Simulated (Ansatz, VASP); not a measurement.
**One calculation of GaN, two programs**

```
Ga N
1.0
     3.18258    0.00000    0.00000
    -1.59129    2.75620    0.00000
     0.00000    0.00000    5.18541
Ga N
2 2
Cartesian
  0.0000 1.8375 -0.0042
  1.5913 0.9187 2.5885
  0.0000 1.8375 1.9487
  1.5913 0.9187 4.5414
```

Alike in both runs: functional PBEsol; k mesh 12 × 12 × 6; occupations gaussian, width 0.02 eV; no spin polarisation.

Ansatz relaxed the structure, and its values are those at the end. VASP's run is a single point on that final structure, the one shown.

|  | VASP | Ansatz |
| --- | --- | --- |
| version | VASP 6.6.1 | Ansatz 0.2.0 |
| potentials or method | VASP PAW PBE potentials, release 64 (Ga_d, N) | scalar-relativistic, plane waves, PAW |
| plane-wave cutoff (eV) | 520 | 420 |
| valence electrons in the cell | 36 | 36 |

Ansatz gave:

* gap on the k mesh at the Fermi level (eV): 1.88
* least direct gap on the mesh (eV): 1.88
* pressure (GPa): 0.0

**Question.** Estimate VASP's values.

**Answer.** gap on the k mesh at the Fermi level (eV): 1.89; least direct gap on the mesh (eV): 1.89; pressure (GPa): -0.1.

The functional is the same, so the differences come from potentials, cutoffs and numerics.

Caveats: the PAW data sets were made with another functional, which shifts forces and pressure a little (VASP). As with any semilocal functional, this PBEsol gap is likely too small.
